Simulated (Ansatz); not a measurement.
**An elastic constant from a strain scan in TiAl**

Computed with DFT PBE, scalar-relativistic, plane waves, PAW (Ansatz 0.2.0). Cutoff 420 eV, Γ-centred 16×16×12 k-points, Gaussian smearing of 0.15 eV. No spin polarisation. Energies are free energies at this smearing, counted from the undisturbed cell; pressure is positive in compression.

The undisturbed cell (as given, not relaxed at this level; it stands at -0.7 GPa, and it needn't be the usual structure):

```yaml
crystal:
  lattice:
    - [2.83730, 0.00000, 0.00000]
    - [0.00000, 2.83730, 0.00000]
    - [0.00000, 0.00000, 4.05910]
  atoms:
    - { symbol: Ti, position: [0.00000, 0.00000, 0.00000] }
    - { symbol: Al, position: [0.50000, 0.50000, 0.50000] }
```

The cell is strained by ε times the Voigt pattern (0, 0, 0, 1, 0, 0) (xx, yy, zz, yz, xz, xy; engineering shear) with fractional coordinates fixed. The cell holds 2 atoms in V0 = 32.68 Å³. The stress column is τ = (1/V0) dE/dε, got from the stress tensor σ (compression positive) at each point as −det(1 + εP) σ : P(1 + εP)⁻¹, with P the pattern as a tensor.

```
      ε  ΔE (meV/atom)  τ (GPa)
-0.0175          1.718   -1.925
-0.0150          1.262   -1.650
-0.0125          0.877   -1.375
-0.0100          0.561   -1.100
-0.0075          0.316   -0.825
-0.0050          0.140   -0.550
-0.0025          0.035   -0.275
 0.0000          0.000    0.000
 0.0025          0.035    0.275
 0.0050          0.140    0.550
 0.0075          0.316    0.825
 0.0100          0.561    1.100
 0.0125          0.877    1.375
 0.0150          1.262    1.650
 0.0175          1.718    1.925
 0.0200              ?        ?
```

Task: Which combination of elastic constants does this scan measure, and how large is it?

Result: For small ε, τ = τ0 + Kε with K = pᵀCp, which for this pattern is C44 in the Cartesian frame shown. The parabola through τ at ε = -0.0025, 0 and 0.0025 has slope K = 110 GPa at zero. The energies per cell, E = NΔE, of the wider pair ε = ±0.0175 give K = 2[E(ε₊)/ε₊ − E(ε₋)/ε₋]/[(ε₊ − ε₋)V0] = 110 GPa, in agreement.

Task: Predict the withheld row at ε = 0.0200 from the harmonic law, and compare.

Result: ΔE = V0(τ0 ε + Kε²/2)/N = 2.244 meV/atom and τ = 2.20 GPa. The calculation gives 2.243 meV/atom and 2.20 GPa, a miss of 0.01 meV/atom at most, so the harmonic law still holds here.

In a metal these slopes depend on the k mesh and the smearing.